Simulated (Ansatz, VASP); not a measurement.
**One calculation of Be2C, two programs**

```
Be C
1.0
     0.00000    2.13721    2.13721
     2.13721    0.00000    2.13721
     2.13721    2.13721    0.00000
Be C
2 1
Cartesian
  1.0686 1.0686 1.0686
  3.2058 3.2058 3.2058
  0.0000 0.0000 0.0000
```

Alike in both runs: functional PBE; dispersion D3(BJ); k mesh 12 × 12 × 12; occupations gaussian, width 0.02 eV; no spin polarisation.

Ansatz relaxed the structure, and its values are those at the end. VASP's run is a single point on that final structure, the one shown.

```csv
,VASP,Ansatz
version,VASP 6.6.1,Ansatz 0.2.0
potentials or method,"VASP PAW PBE potentials, release 64 (Be, C)","scalar-relativistic, plane waves, PAW"
plane-wave cutoff (eV),520,420
valence electrons in the cell,8,8
```

VASP gave:

```
gap on the k mesh at the Fermi level (eV) : 1.17
least direct gap on the mesh (eV)         : 4.20
pressure (GPa)                            : 0.4
```

Question: Which values does Ansatz return?

Answer: gap on the k mesh at the Fermi level (eV): 1.19; least direct gap on the mesh (eV): 4.21; pressure (GPa): 0.0.

A k mesh can miss the band edges.
